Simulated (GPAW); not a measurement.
Write an ASE script for GPAW 26.7.0 that does the following.

| Quantity | Value |
| --- | --- |
| Task | equation of state |
| Functional | r2SCAN |
| Potentials or basis | GPAW PAW data sets (gpaw-data 1.2.1) |
| Cutoff | 600 eV |
| Basis | pw |
| k mesh | 11 × 11 × 11 |
| Occupations | fermi-dirac, width 0.05 eV |
| Spin | no spin polarisation |
| Maxiter | 150 |
| Eos scales | [0.94, 0.96, 0.98, 1.0, 1.02, 1.04, 1.06] |

The system is Nb.

```xyz
1
Lattice="-1.6640 1.6640 1.6640 1.6640 -1.6640 1.6640 1.6640 1.6640 -1.6640" Properties=species:S:1:pos:R:3 pbc="T T T"
Nb    0.0000    0.0000    0.0000
```

The input as run:

run.py

```python
from ase import Atoms
from ase.eos import EquationOfState
from ase.io import Trajectory
from ase.units import GPa
from gpaw import GPAW, PW

atoms = Atoms(['Nb'],
              cell=[[-1.66395, 1.66395, 1.66395],
                    [1.66395, -1.66395, 1.66395],
                    [1.66395, 1.66395, -1.66395]],
              scaled_positions=[[0.0, 0.0, 0.0]],
              pbc=True)

traj = Trajectory('eos.traj', 'w')
volumes, energies = [], []
for x in [0.94, 0.96, 0.98, 1.0, 1.02, 1.04, 1.06]:
    a = atoms.copy()
    a.set_cell(atoms.cell * x**(1 / 3), scale_atoms=True)
    calc = GPAW(mode=PW(600),
                xc='MGGA_X_R2SCAN+MGGA_C_R2SCAN',
                kpts={'size': (11, 11, 11), 'gamma': True},
                occupations={'name': 'fermi-dirac', 'width': 0.05},
                nbands=15,
                convergence={'density': 1e-05, 'energy': 1e-05},
                maxiter=150,
                txt=f'eos-{x:.2f}.txt')
    a.calc = calc
    energies.append(a.get_potential_energy(force_consistent=True))
    volumes.append(a.get_volume())
    p = -a.get_stress()[:3].mean() / GPa
    calc.write(f'eos-{x:.2f}.gpw')
    traj.write(a)
    print(f'{x:.2f} {volumes[-1]:10.4f} A^3 {energies[-1]:14.6f} eV {p:9.3f} GPa', flush=True)

v0, e0, B = EquationOfState(volumes, energies, eos='birchmurnaghan').fit()
print(f'V0 = {v0:.4f} A^3, E0 = {e0:.6f} eV, B0 = {B / GPa:.2f} GPa')
```

Potentials or basis: GPAW PAW data sets (gpaw-data 1.2.1), pw.

Run with:

```console
$ OMP_NUM_THREADS=1 python run.py
```

It gave:

| Item | Value |
| --- | --- |
| Equilibrium volume | 18.09 Å³/atom (rough: see the caveat) |
| Bulk modulus | 181 GPa (rough) |

Caveat: the points scatter about the fit; the PAW data sets were made with another functional, which shifts forces and pressure a little.

Wall time 6.4 min on 1 thread of Intel(R) Xeon(R) Platinum 8259CL CPU @ 2.50GHz (Skylake/Cascade Lake) (shared host), peak memory 0.74 GiB.
